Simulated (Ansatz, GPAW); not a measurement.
# Pd: 3 runs at one level of theory

```
CELL_PARAMETERS angstrom
0.00000 1.94650 1.94650
1.94650 0.00000 1.94650
1.94650 1.94650 0.00000
ATOMIC_POSITIONS crystal
Pd 0.00000 0.00000 0.00000
```

Alike in all runs: task band structure; functional RPBE; k mesh 12 × 12 × 12; occupations fermi-dirac, width 0.05 eV; no spin polarisation; no spin-orbit coupling. Pressure is positive in compression and, in plane waves, holds the error of the finite cutoff, which Ansatz's Pulay term estimates and takes out.

| program and potentials | plane-wave cutoff (eV) | notes | pressure (GPa) |
| --- | --- | --- | --- |
| Ansatz, Ansatz PAW | 420 | potentials made for PBE, which Ansatz adapts in part; 18 valence electrons an atom on average; Pulay term of +0.08 GPa included | 11.70 |
| Ansatz, all-electron LAPW, scalar-relativistic | - | - | 11.59 |
| GPAW, the program's PAW data sets (release 1.2.1) made for this functional | 600 | 16 valence electrons an atom on average | 11.86 |

The pressure spans 11.59 (Ansatz, all-electron LAPW, scalar-relativistic) to 11.86 GPa (GPAW, the program's PAW data sets (release 1.2.1) made for this functional), with all-electron results at 11.59. Some sets were made for another functional than the one run, which can shift their rows. The cell lies far from this level's equilibrium.

The functional is the same throughout but for its coding, so the spread measures potentials, basis and numerics; runs on potential files found faulty are left out.
